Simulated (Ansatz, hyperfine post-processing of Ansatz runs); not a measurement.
# NaGdSe2: isotropic lines and sites in a paramagnetic 23Na spectrum

Calculated values: DFT, PBEsol+U, plane-wave PAW, default files (PAW set soft_2), collinear spin, scalar-relativistic (Ansatz), contact and point-dipole shifts scaled to 340 K with Θ = 0 K (a pure Curie law); spin-only moments, above the ordering temperature.

```xyz
8
Lattice="-2.0854 3.6119 0.0000 -8.3414 0.0000 0.0000 -2.0854 1.2040 6.9123" Properties=species:S:1:pos:R:3 pbc="T T T"
Gd    0.0000    0.0000    0.0000
Gd   -4.1707    0.0000    0.0000
Se   -6.2559    3.6121    5.3175
Se  -10.4266    3.6121    5.3175
Se   -2.0855    1.2039    1.5948
Se   -6.2563    1.2039    1.5948
Na   -4.1707    2.4080    3.4562
Na   -8.3414    2.4080    3.4562
```

23Na MAS at 7.05 T (79.4 MHz), 62.5 kHz, 340 K; contact and dipolar shift alone, no orbital or quadrupolar part; lines under 1.5 % of the strongest are left out. NMR lines, with heights relative to the strongest:

| position (ppm) | intensity |
| --- | --- |
| -4077.5 | 3.5 |
| -3290.8 | 28 |
| -2504.1 | 100 |
| -1717.4 | 59 |
| -930.7 | 27 |
| -143.9 | 41 |
| 642.8 | 13 |
| 1429.5 | 4.3 |

**Question.** Which lines are isotropic ones rather than spinning sidebands, and which Na atoms give them?

Sidebands are spaced by 787 ppm (the spinning rate over the resonance of 79.4 MHz). An isotropic line need not be the tallest: it is the area-weighted centre of its own family of sidebands, and the one that stays put when the rate is changed. Isotropic shifts: -1717 ppm for atom 7 and the 1 atom equivalent to it (12 Gd through links of 90° (12) and 176° (6)), reduced anisotropy 2701 ppm.

[Logs are printed without paths, hosts, clocks, repeated set-up lines and the standing remarks that a program may print on its own settings, such as how far it seeks lower states.]

[Hosts, paths, dates, database ids (printed as entryN), source tags and the programs' standing remarks are cut or masked in the printed files.]
